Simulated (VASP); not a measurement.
System: MgO (rock salt type, first atom moved by 0.06 Å along [111]), 2 atoms in the cell.

```
Mg O
1.0
     0.00000    2.12500    2.12500
     2.12500    0.00000    2.12500
     2.12500    2.12500    0.00000
Mg O
1 1
Direct
  0.00815 0.00815 0.00815
  0.50000 0.50000 0.50000
```

Code and potentials: VASP, Mg_pv/O, 525 eV. Settings: k-mesh 4×4×4 Γ-centred; Fermi–Dirac smearing of 0.05 eV; no spin polarisation. For HSE06: HFSCREEN = 0.208; HFRCUT = 0; PRECFOCK = Normal.

Plain PBE gives:

* Pressure: 0.99 GPa
* Gap on the mesh: 4.46 eV

```tsv
atom	Fx (eV/Å)	Fy (eV/Å)	Fz (eV/Å)
Mg1	-0.172	-0.172	-0.172
O2	0.172	0.172	0.172
```

What changes under HSE06?

The pressure decreases by 5.672 GPa to -4.685 GPa; the gap increases by 1.73 eV to 6.19 eV; the forces move by 12 meV/Å (rms):

| atom | Fx (eV/Å) | Fy (eV/Å) | Fz (eV/Å) |
| --- | --- | --- | --- |
| Mg1 | -0.165 | -0.165 | -0.165 |
| O2 | 0.165 | 0.165 | 0.165 |

VASP prints the stress at a fixed plane-wave basis, so it holds the Pulay stress of this cutoff.

The k-mesh is modest, so these values aren't fully converged in k. Potentials made with PBE were used with another functional (at least in: VASP, Mg_pv/O, 525 eV (HSE06)). Semilocal functionals give gaps that mostly lie well below measured ones.
